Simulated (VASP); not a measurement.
NaI:

```
Na I
1.0
     0.00000    3.54319    3.54319
     3.54319    0.00000    3.54319
     3.54319    3.54319    0.00000
Na I
1 1
Direct
  0.00000 0.00000 0.00000
  0.25000 0.25000 0.25000
```

The cell was built by a generator and needn't be a form met in nature.

Base run:

- Program: VASP 6.6.1
- Functional: r2SCAN
- Potentials or basis: VASP PAW PBE potentials, release 64 (Na_pv, I)
- Cutoff: 520 eV
- k mesh: 4 × 4 × 4
- Occupations: gaussian, width 0.01 eV
- Spin: no spin polarisation

Its results: band gap on the k mesh 4.42 eV, direct; pressure -0.1 GPa.

**Question.** The run is repeated on the same cell with these changes: k mesh from 4 × 4 × 4 to 2 × 2 × 2; further incar settings from ALGO = Normal; EDIFF = 1e-06; NBANDS = 14 to ALGO = Normal; EDIFF = 1e-07; NBANDS = 14. What comes out?

**Answer.** Band gap on the k mesh 4.39 eV, direct; pressure 0.7 GPa.

Caveats: some runs use coarse meshes; the PAW data sets were made with another functional, which shifts forces and pressure a little; spin-orbit coupling is left out, which moves the levels of the heavy elements.

